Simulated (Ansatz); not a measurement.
Crystal: Si.

```
CELL_PARAMETERS angstrom
-2.37137 2.37137 1.32927
2.37137 -2.37137 1.32927
2.37137 2.37137 -1.32927
ATOMIC_POSITIONS crystal
Si 0.50000 0.50000 0.00000
Si 0.25000 0.75000 0.50000
```

This isn't the form of Si at room conditions, which is diamond.

| Item | Value |
| --- | --- |
| Program | Ansatz 0.2.0 |
| Task | relaxation of cell and atoms |
| Functional | BLYP |
| Dispersion | D4 |
| Potentials or basis | Ansatz PAW |
| Cutoff | 420 eV (not typed: the program's choice for these potentials) |
| k mesh | 11 × 11 × 11 |
| Occupations | fermi-dirac, width 0.05 eV |
| Spin | no spin polarisation |

At the start: volume 14.95 Å³/atom.

**Question.** Where does the relaxation end?

**Answer.** It ends after 10 steps and the volume is 15.17 Å³/atom (+1.5 %); space group I4_1/amd (No. 141, to 0.05 Å).

The path:
```tsv
step	energy change (eV)	largest force (eV/Å)	volume (Å³)
1	0.0000	0.0000	29.90
2	-0.0027	0.0000	30.29
3	-0.0029	0.0000	30.43
4	-0.0029	0.0000	30.44
5	-0.0041	0.0000	30.40
6	-0.0064	0.0000	30.36
7	-0.0064	0.0000	30.33
8	-0.0064	0.0000	30.34
9	-0.0064	0.0000	30.34
10	-0.0065	0.0000	30.34
```

Final structure:
```
Si
1.0
    -2.41085    2.41085    1.30482
     2.41085   -2.41085    1.30482
     2.41085    2.41085   -1.30482
Si
2
Direct
  0.50000 0.50000 0.00000
  0.25000 0.75000 0.50000
```

Caveat: the plane-wave basis is chosen anew once the cell has moved, so the energies of steps on either side of that aren't comparable; pairwise dispersion overbinds metals, which lowers pressure and volume; the PAW data sets come from PBE, with cores solved anew for the run's functional, which leaves a small shift of forces and pressure.
